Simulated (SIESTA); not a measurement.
SrO:

```
CELL_PARAMETERS angstrom
0.00000 2.56630 2.56630
2.56630 0.00000 2.56630
2.56630 2.56630 0.00000
ATOMIC_POSITIONS crystal
Sr 0.50000 0.50000 0.50000
O 0.00000 0.00000 0.00000
```

Base run:

* Program: SIESTA 5.4.2
* Functional: BLYP
* Potentials or basis: PseudoDojo 0.4 standard (PBE files)
* Basis: DZP (energy shift 0.003 Ry; two zetas on semicore shells; d shell added on Sr)
* Grid cutoff: 800 Ry
* Energy shift: 0.003 Ry
* k mesh: 9 × 9 × 9
* Occupations: fermi-dirac, width 0.05 eV
* Spin: no spin polarisation

Its results: band gap on the k mesh 3.45 eV, indirect (least direct gap 3.54 eV); pressure 7.6 GPa.

Question: The run is repeated on the same cell with these changes: functional from BLYP to vdW-DF-cx. What comes out?

Answer: Band gap on the k mesh 3.28 eV, indirect (least direct gap 3.37 eV); pressure 1.0 GPa.

Caveats: the potentials were made for another functional, which shifts forces and pressure; the basis of atomic orbitals isn't converged, which shifts pressures, moduli and gaps.

A k mesh can miss the band edges.

Not every run made on this cell is shown here.
